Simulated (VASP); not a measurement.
# Fe (Fm-3m) in VASP: equation of state, part 2 of 2

VASP 6.6.1. Earlier steps stand in the parts before.

### 4 Equation of state, PBE, collinear spin, ferromagnetic start, 12.46 Å³/atom (volume scaled by 1.02)

The input, INCAR:

```
PREC = Accurate
ENCUT = 520
EDIFF = 1E-7
ISMEAR = -1
SIGMA = 0.05
LREAL = False
LASPH = True
NELM = 120
ALGO = Normal
ISIF = 2
LWAVE = False
LCHARG = False
ISPIN = 2
MAGMOM = 3
LORBIT = 11
LMAXMIX = 4
GGA = PE
NBANDS = 14
```

The input, KPOINTS:

```
regular mesh
0
Gamma
  12 12 12
```

The input, POSCAR:

```
Fe
1.0
    0.0000000000      1.8398804120      1.8398804120
    1.8398804120      0.0000000000      1.8398804120
    1.8398804120      1.8398804120      0.0000000000
Fe
1
Direct
    0.0000000000      0.0000000000      0.0000000000
```

Potentials or basis: VASP PAW PBE potentials, release 64 (Fe).

Launch:

```console
$ cat potpaw_PBE.64/Fe/POTCAR > POTCAR
$ mpirun -np 1 vasp_std > vasp.out
```

OUTCAR:

```text
PREC = Accurate
   ENCUT = 520
   EDIFF = 1E-7
   ISMEAR = -1
   LREAL = False
   LASPH = True
   NELM = 120
   ISIF = 2
   ISPIN = 2
   LORBIT = 11
   GGA = PE

 ion  position               nearest neighbor table
   1  0.000  0.000  0.000-

  LATTYP: Found a face centered cubic cell.
 ALAT       =     3.6797608240

  Lattice vectors:

 A1 = (   0.0000000000,   1.8398804120,   1.8398804120)
 A2 = (   1.8398804120,   0.0000000000,   1.8398804120)
 A3 = (   1.8398804120,   1.8398804120,   0.0000000000)

Analysis of symmetry for initial positions (statically):
=====================================================================
 Subroutine PRICEL returns:
 Original cell was already a primitive cell.

 Routine SETGRP: Setting up the symmetry group for a
 face centered cubic supercell.

 Subroutine GETGRP returns: Found 48 space group operations
 (whereof 48 operations were pure point group operations)
 out of a pool of 48 trial point group operations.

The static configuration has the point symmetry O_h .

Analysis of symmetry for dynamics (positions and initial velocities):
=====================================================================
 Subroutine PRICEL returns:
 Original cell was already a primitive cell.

 Routine SETGRP: Setting up the symmetry group for a
 face centered cubic supercell.

 Subroutine GETGRP returns: Found 48 space group operations
 (whereof 48 operations were pure point group operations)
 out of a pool of 48 trial point group operations.

The dynamic configuration has the point symmetry O_h .

Analysis of structural, dynamic, and magnetic symmetry:
=====================================================================
 Subroutine PRICEL returns:
 Original cell was already a primitive cell.

 Routine SETGRP: Setting up the symmetry group for a
 face centered cubic supercell.

 Subroutine GETGRP returns: Found 48 space group operations
 (whereof 48 operations were pure point group operations)
 out of a pool of 48 trial point group operations.

The overall configuration has the point symmetry O_h .

 Subroutine INISYM returns: Found 48 space group operations
 (whereof 48 operations are pure point group operations),
 and found     1 'primitive' translations

----------------------------------------------------------------------------------------

                                     Primitive cell

  volume of cell :      12.4566

  direct lattice vectors                    reciprocal lattice vectors
     0.000000000  1.839880412  1.839880412    -0.271756793  0.271756793  0.271756793
     1.839880412  0.000000000  1.839880412     0.271756793 -0.271756793  0.271756793
     1.839880412  1.839880412  0.000000000     0.271756793  0.271756793 -0.271756793

  length of vectors
     2.601983832  2.601983832  2.601983832     0.470696573  0.470696573  0.470696573

  position of ions in fractional coordinates (direct lattice)
     0.000000000  0.000000000  0.000000000

  ion indices of the primitive-cell ions
   primitive index   ion index
                 1           1

----------------------------------------------------------------------------------------

 KPOINTS: regular mesh

Automatic generation of k-mesh.
 Grid dimensions read from file:
 generate k-points for:   12   12   12

 Generating k-lattice:

  Cartesian coordinates                     Fractional coordinates (reciprocal lattice)
[... 103 lines left out ...]
   IALGO  =     38    algorithm
   IMIX   =      4    mixing-type and parameters
     AMIX     =   0.40;   BMIX     =  1.00
     AMIX_MAG =   1.60;   BMIX_MAG =  1.00
  volume/ion in A,a.u.               =      12.46        84.06
  Fermi-wavevector in a.u.,A,eV,Ry     =   1.412446  2.669136 27.143679  1.995004
  Thomas-Fermi vector in A             =   2.534194
   LORBIT       =     11    0 simple, 1 ext, 2 COOP (PROOUT), +10 PAW based schemes
   GGA     = PE    functional components
   LHFCALC =     F    Hartree Fock is set to
   AEXX    =    0.0000 exact exchange contribution
   IVDW    =     0    specifies the selected vdW correction
   LEPSILON=     F    determine dielectric tensor
   LRPA    =     F    only Hartree local field effects (RPA)
 spin polarized calculation
  energy-cutoff  :      520.00
  volume of cell :       12.46
 maximum number of plane-waves:       347
   NGX =  9   NGY =  9   NGZ =  9

 number of electron       8.0000001 magnetization       2.6609396

 Free energy of the ion-electron system (eV)
  ---------------------------------------------------
  ext. energy  EPLUGINS =         0.00000000
  ---------------------------------------------------
  free energy    TOTEN  =        -8.08015167 eV

  energy without entropy =       -8.07119831  energy(sigma->0) =       -8.07567499

 E-fermi :   5.2097     XC(G=0): -12.5894

 val. band max:        5.2074411297   @ k =  -0.3333   0.0833   0.0000
 cond. band min:       5.2386553073   @ k =   0.0833   0.0000   0.0000
 fundamental gap:      0.0312141777
 Fermi energy:         5.2096658524

 spin component 1

 k-point     1 :       0.0000    0.0000    0.0000
  band No.  band energies     occupation
      1      -3.0200      1.00000
      2       2.7405      1.00000
      3       2.7405      1.00000
      4       2.7405      1.00000
      5       3.6486      1.00000
      6       3.6486      1.00000
      7      26.6490      0.00000
      8      30.4219      0.00000
      9      30.4219      0.00000
     10      30.4219      0.00000
     11      33.0900      0.00000
     12      33.0900      0.00000
     13      33.0900      0.00000
     14      35.8329      0.00000
[... 651 lines left out ...]
      3       4.3320      1.00000
      4       4.6153      0.99999
      5       4.6153      0.99999
      6       6.1197      0.00000
      7      15.9708      0.00000
      8      19.3801      0.00000
      9      19.3801      0.00000
     10      23.6722      0.00000
     11      27.0915      0.00000
     12      45.4418      0.00000
     13      47.8258      0.00000
     14      47.8258      0.00000

 [... further k-points ...]

 spin component 2

 k-point     1 :       0.0000    0.0000    0.0000
  band No.  band energies     occupation
      1      -2.7801      1.00000
      2       5.1692      0.69195
      3       5.1693      0.69167
      4       5.1693      0.69166
      5       6.7075      0.00000
      6       6.7075      0.00000
      7      26.2518      0.00000
      8      30.8307      0.00000
      9      30.8307      0.00000
     10      30.8307      0.00000
     11      33.8283      0.00000
     12      33.8283      0.00000
     13      33.8283      0.00000
     14      35.1875      0.00000
[... 651 lines left out ...]
      3       6.8363      0.00000
      4       7.3443      0.00000
      5       7.3443      0.00000
      6       7.5098      0.00000
      7      17.1918      0.00000
      8      19.9131      0.00000
      9      19.9131      0.00000
     10      24.4504      0.00000
     11      27.8954      0.00000
     12      45.9658      0.00000
     13      47.9603      0.00000
     14      47.9603      0.00000

 [... further k-points ...]

------------------------ aborting loop because EDIFF is reached ----------------------------------------

 total charge

# of ion       s       p       d       tot
------------------------------------------
    1        0.461   0.474   6.157   7.092

 magnetization (x)

# of ion       s       p       d       tot
------------------------------------------
    1       -0.015  -0.049   2.728   2.664

  FORCE on cell =-STRESS in cart. coord.  units (eV):
  Direction    XX          YY          ZZ          XY          YZ          ZX
  --------------------------------------------------------------------------------------
  -------------------------------------------------------------------------------------
  Total       -0.3616462     -0.3616462     -0.3616462     -0.0000000     -0.0000000      0.0000000
  in kB      -46.5152827    -46.5152827    -46.5152827     -0.0000000     -0.0000000      0.0000000
  external PRESSURE =     -46.5152827 kB  Pullay stress =       0.0000000 kB

 VOLUME and BASIS-vectors are now :
 -----------------------------------------------------------------------------
  energy-cutoff  :      520.00
  volume of cell :       12.46
      direct lattice vectors                 reciprocal lattice vectors
     0.000000000  1.839880412  1.839880412    -0.271756793  0.271756793  0.271756793
     1.839880412  0.000000000  1.839880412     0.271756793 -0.271756793  0.271756793
     1.839880412  1.839880412  0.000000000     0.271756793  0.271756793 -0.271756793

 POSITION                                       TOTAL-FORCE (eV/Angst)
 -----------------------------------------------------------------------------------
      0.00000      0.00000      0.00000         0.000000      0.000000      0.000000
 -----------------------------------------------------------------------------------
    total drift:                                0.000000      0.000000      0.000000

  FREE ENERGIE OF THE ION-ELECTRON SYSTEM (eV)
  ---------------------------------------------------
  free  energy   TOTEN  =        -8.0801516730 eV

  energy  without entropy=       -8.0711983135  energy(sigma->0) =       -8.07567499

 total charge

# of ion       s       p       d       tot
------------------------------------------
    1        0.461   0.474   6.157   7.092

 magnetization (x)

# of ion       s       p       d       tot
------------------------------------------
    1       -0.015  -0.049   2.728   2.664
```

OSZICAR:

```text
N       E                     dE             d eps       ncg     rms          rms(c)
DAV:   1     0.220685444553E+02    0.22069E+02   -0.38493E+03  4388   0.689E+02
DAV:   2    -0.803309067616E+01   -0.30102E+02   -0.27755E+02  4356   0.126E+02
DAV:   3    -0.898446773475E+01   -0.95138E+00   -0.93846E+00  4926   0.235E+01
DAV:   4    -0.898770948550E+01   -0.32418E-02   -0.32412E-02  4686   0.124E+00
DAV:   5    -0.898772546907E+01   -0.15984E-04   -0.15983E-04  4896   0.898E-02    0.105E+01
DAV:   6    -0.819006858870E+01    0.79766E+00   -0.12787E+01  4944   0.389E+01    0.744E+00
DAV:   7    -0.807227531354E+01    0.11779E+00   -0.13562E+00  4908   0.115E+01    0.358E+00
DAV:   8    -0.808436255405E+01   -0.12087E-01   -0.24792E-02  4966   0.966E-01    0.191E+00
DAV:   9    -0.807439230861E+01    0.99702E-02   -0.38480E-02  5024   0.123E+00    0.956E-01
DAV:  10    -0.807357691764E+01    0.81539E-03   -0.19386E-04  4474   0.987E-02    0.102E+00
DAV:  11    -0.808002453944E+01   -0.64476E-02   -0.11686E-02  4710   0.711E-01    0.161E-01
DAV:  12    -0.808014550016E+01   -0.12096E-03   -0.94532E-05  4524   0.655E-02    0.551E-02
DAV:  13    -0.808015073751E+01   -0.52374E-05   -0.51355E-06  4938   0.157E-02    0.274E-02
DAV:  14    -0.808015088543E+01   -0.14792E-06   -0.19068E-06  4434   0.945E-03    0.131E-02
DAV:  15    -0.808015168682E+01   -0.80139E-06   -0.13176E-06  4736   0.695E-03    0.339E-03
DAV:  16    -0.808015167300E+01    0.13820E-07   -0.11741E-07  2652   0.249E-03
   1 F= -.80801517E+01 E0= -.80756750E+01  d E =-.895336E-02  mag=     2.6611
```

Wall time 25 s (1 thread of Intel Xeon Platinum 8488C (Sapphire Rapids), shared host); peak memory 0.14 GiB.

Results:

- Free energy: -8.0802 eV
- Pressure: -4.7 GPa
- Band gap on the k mesh: none (metal or under the smearing width)
- Net moment: 2.66 μB per cell
- Site moments: Fe +2.66 μB
- Valence electrons inside the program's atomic spheres: Fe 7.09

### 5 Equation of state, PBE, collinear spin, ferromagnetic start, 12.70 Å³/atom (volume scaled by 1.04)

The input, INCAR:

```
SYSTEM = Fe
ALGO = Normal
EDIFF = 1E-7
ENCUT = 520
GGA = PE
ISIF = 2
ISMEAR = -1
ISPIN = 2
LASPH = .TRUE.
LCHARG = .FALSE.
LMAXMIX = 4
LORBIT = 11
LREAL = .FALSE.
LWAVE = .FALSE.
MAGMOM = 3
NBANDS = 14
NELM = 120
PREC = Accurate
SIGMA = 0.05
```

The input, KPOINTS:

```
k-points
0
G
  12 12 12
  0 0 0
```

The input, POSCAR:

```
Fe
1.0
    0.0000000000      1.8518280222      1.8518280222
    1.8518280222      0.0000000000      1.8518280222
    1.8518280222      1.8518280222      0.0000000000
Fe
1
Direct
    0.0000000000      0.0000000000      0.0000000000
```

Launch:

```console
$ cat potpaw_PBE.64/Fe/POTCAR > POTCAR
$ mpirun -np 1 vasp_std > vasp.out
```

Run time: 28 s. Hardware: 1 thread of Intel Xeon Platinum 8488C (Sapphire Rapids), shared host; peak memory 0.14 GiB.

Results (log left out):

```
Free energy                                           : -8.0711 eV
Pressure                                              : -7.2 GPa
Band gap on the k mesh                                : none (metal or under the smearing width)
Net moment                                            : 2.69 μB per cell
Site moments                                          : Fe +2.69 μB
Valence electrons inside the program's atomic spheres : Fe 7.06
```

### 6 Equation of state, PBE, collinear spin, ferromagnetic start, 12.95 Å³/atom (volume scaled by 1.06)

The input, INCAR:

```
PREC = Accurate
ENCUT = 520
EDIFF = 1E-7
ISMEAR = -1
SIGMA = 0.05
LREAL = False
LASPH = True
NELM = 150
ALGO = Normal
ISIF = 2
LWAVE = False
LCHARG = False
ISPIN = 2
MAGMOM = 3
LORBIT = 11
LMAXMIX = 4
GGA = PE
NBANDS = 14
```

The input, KPOINTS:

```
Automatic mesh
0
Gamma
  12 12 12
```

The input, POSCAR:

```
Fe
1.0
    0.0000000000      1.8636234232      1.8636234232
    1.8636234232      0.0000000000      1.8636234232
    1.8636234232      1.8636234232      0.0000000000
Fe
1
Direct
    0.0000000000      0.0000000000      0.0000000000
```

Potentials or basis: VASP PAW PBE potentials, release 64 (Fe).

Launch:

```console
$ cat potpaw_PBE.64/Fe/POTCAR > POTCAR
$ mpirun -np 1 vasp_std > vasp.out
```

It took 24 s on 1 thread of Intel Xeon Platinum 8488C (Sapphire Rapids), shared host; peak memory 0.14 GiB.

The run converged. Its results:

| Property | Result |
| --- | --- |
| Free energy | -8.0582 eV |
| Pressure | -9.7 GPa |
| Band gap on the k mesh | none (metal or under the smearing width) |
| Net moment | 2.70 μB per cell |
| Site moments | Fe +2.71 μB |
| Valence electrons inside the program's atomic spheres | Fe 7.03 |

### 7 Equation of state, PBE, collinear spin, ferromagnetic start

Potentials or basis: VASP PAW PBE potentials, release 64 (Fe).

No new run: the results of the series are fitted here.

Results:

| Item | Value |
| --- | --- |
| Equilibrium volume | 11.98 Å³/atom (rough: see the caveat) |
| Bulk modulus | 118 GPa (rough) |

Energy against volume, from the lowest point:
| volume (Å³/atom) | energy (meV/atom) |
| --- | --- |
| 11.724 | 2.14 |
| 11.968 | 0.00 |
| 12.212 | 1.88 |
| 12.457 | 7.17 |
| 12.701 | 16.22 |
| 12.945 | 29.15 |

Caveat: the fit is doubtful: noisy points or a state that changes with volume.
